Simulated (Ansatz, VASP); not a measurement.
# NiO in VASP and in Ansatz

INCAR

```
SYSTEM = NiO
  ALGO = Normal
  EDIFF = 1E-6
  ENCUT = 520
  GGA = PS
  ISIF = 2
  ISMEAR = 0
  ISPIN = 2
  LASPH = .TRUE.
  LCHARG = .TRUE.
  LELF = .TRUE.
  LMAXMIX = 4
  LORBIT = 11
  LREAL = .FALSE.
  LVHAR = .TRUE.
  LWAVE = .FALSE.
  MAGMOM = 1 0
  NBANDS = 19
  NELM = 150
  PREC = Accurate
  SIGMA = 0.05
```

The input KPOINTS:

```
k-points
0
G
  11 11 11
  0 0 0
```

Contents of POSCAR:

```
NiO
2.9499
    0.000000000000      0.707109271975      0.707109271975
    0.707109271975      0.000000000000      0.707109271975
    0.707109271975      0.707109271975      0.000000000000
Ni O
1 1
Direct
    0.0000000000      0.0000000000      0.0000000000
    0.5000000000      0.5000000000      0.5000000000
```

File input.yaml:

```yaml
crystal:
  lattice:
    - [0.0, 2.0859016414, 2.0859016414]
    - [2.0859016414, 0.0, 2.0859016414]
    - [2.0859016414, 2.0859016414, 0.0]
  atoms:
    - { symbol: Ni, position: [0.0, 0.0, 0.0], spin: 1.0 }
    - { symbol: O, position: [0.5, 0.5, 0.5] }
hamiltonian:
  xc: pbesol
  pseudopotentials: { kind: paw }
magnetization:
  spin_polarized: true
kpoints:
  mp_grid: { grid: [11, 11, 11] }
scf:
  occupations: { method: gaussian, width: 0.05 }
output:
  forces: true
  stress: true
  eigenvalues: true
  write_density: true
  write_potential: true
  elf: true
  volumetric_format: npy
```

Alike in both runs: task single point; functional PBEsol; k mesh 11 × 11 × 11; occupations gaussian, width 0.05 eV; collinear spin, ferromagnetic start.

```csv
,VASP,Ansatz
version,VASP 6.6.1,Ansatz 0.2.0
potentials or method,"VASP PAW PBE potentials, release 54 (Ni, O)",Ansatz PAW
plane-wave cutoff (eV),520,420
valence electrons in the cell,16,24
```

|  | VASP | Ansatz | Ansatz less VASP |
| --- | --- | --- | --- |
| gap on the k mesh at the Fermi level (eV) | none | none | - |
| pressure (GPa) | -7.8 | -7.7 | +0.18 |
| net moment per atom (μB) | 0.66 | 0.68 | +0.022 |
| size of the moment on the site where the two differ most (μB) | 0.19 | 0.20 | +0.018 |

Site moments also hang on the region over which each program counts them. A gap of «none» marks a metal or a gap that the smearing closes. The functional is the same, so the differences come from potentials, cutoffs and numerics. The two sets of potentials don't hold the same shells in valence.

Caveats: a cell with one magnetic atom can't hold antiferromagnetic order, which such compounds often take; semilocal functionals often make such compounds metallic where correlation or magnetic order opens a gap, which also shifts bond lengths; the PAW data sets were made with another functional, which shifts forces and pressure a little (VASP); the pressure holds a Pulay correction of +0.7 GPa for the finite cutoff (Ansatz); the PAW data sets come from PBE, with cores solved anew for the run's functional, which leaves a small shift of forces and pressure (Ansatz). With open d or f shells a metallic result of PBEsol can be an artefact of self-interaction; +U or a hybrid may open a gap.
